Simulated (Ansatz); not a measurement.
MgO, 2 atoms in the cell. The structure is cubic, space group Fm-3m (No. 225). The conventional cell has a = 4.194 Å, b = 4.194 Å, c = 4.194 Å, α = 90.00°, β = 90.00°, γ = 90.00°. Mg (site symmetry m-3m) has 6 O at 2.10 Å as nearest neighbours. Around O (site symmetry m-3m) lie 6 Mg at 2.10 Å. The cell is a database's computed one.

```yaml
Program: Ansatz 0.2.0
Task: relaxation of cell and atoms
Functional: RPBE
Potentials_or_basis: all-electron LAPW, scalar-relativistic
Basis_error_allowed: 0.001 eV/atom
k_mesh: 11 × 11 × 11
Occupations: fermi-dirac, width 0.05 eV
Spin: no spin polarisation
```

Potentials or basis: all-electron LAPW, scalar-relativistic.

Launch:

```sh
$ ansatz run input.yaml --threads 1 --pin off --max-ram 3072MiB --backend cpu --events-out ev --progress --plain --runs-dir out
```

Hardware: 1 thread of Arm Neoverse V1, on a shared host.

Problem. How long does it take, and how much memory?

Solution. It took 16 s on 1 thread of Arm Neoverse V1 (shared host), peak memory 0.28 GiB. Counts: scf iterations 22, plane waves 259, k points 56, bands 13, ion steps 5.
